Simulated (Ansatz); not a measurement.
Runs of Ansatz 0.2.0 on KBr. It takes space group Fm-3m (No. 225, cubic). The conventional cell has a = 6.600 Å, b = 6.600 Å, c = 6.600 Å, α = 90.00°, β = 90.00°, γ = 90.00°. Around Br (site symmetry m-3m) lie 6 K at 3.30 Å. K (site symmetry m-3m) has 6 Br at 3.30 Å as nearest neighbours. 

```tsv
task	level	spin	k mesh	cutoff (eV)	smearing	points for each segment of the path	gap on the mesh (eV)	pressure (GPa)
single point	PBE	off	7 × 7 × 7	420	gaussian 0.023 eV	-	4.44	0.7
single point	PBE	off	7 × 7 × 7	420	gaussian 0.014 eV	-	4.44	0.7
band structure	r2SCAN	off	7 × 7 × 7	500	fermi-dirac 0.05 eV	14	5.08	0.1
band structure	BLYP	off	7 × 7 × 7	420	fermi-dirac 0.05 eV	14	4.44	1.5
band structure	revPBE	off	7 × 7 × 7	420	fermi-dirac 0.05 eV	14	(b)	1.9
single point	PBE	off	7 × 7 × 7	420	gaussian 0.017 eV	-	4.44	0.7
single point	PBE	off	7 × 7 × 7	420	gaussian 0.016 eV	-	4.44	0.7
band structure	PBEsol	SOC, no magnetisation	5 × 5 × 5	420	fermi-dirac 0.05 eV	14	4.12	(a)
```

Alike in all rows: potentials or basis Ansatz PAW; cell as given.

**Question.** Estimate the missing entries.

**Answer.** (a) -0.3; (b) 4.72.

Caveats: odd divisions of the mesh miss points on the zone boundary, where band edges often lie, so the gap on the mesh can be too wide (some runs); the PAW data sets come from PBE, with cores solved anew for the run's functional, which leaves a small shift of forces and pressure (some runs).

A k mesh can miss the band edges, and rows without SOC leave out spin-orbit coupling on Br.
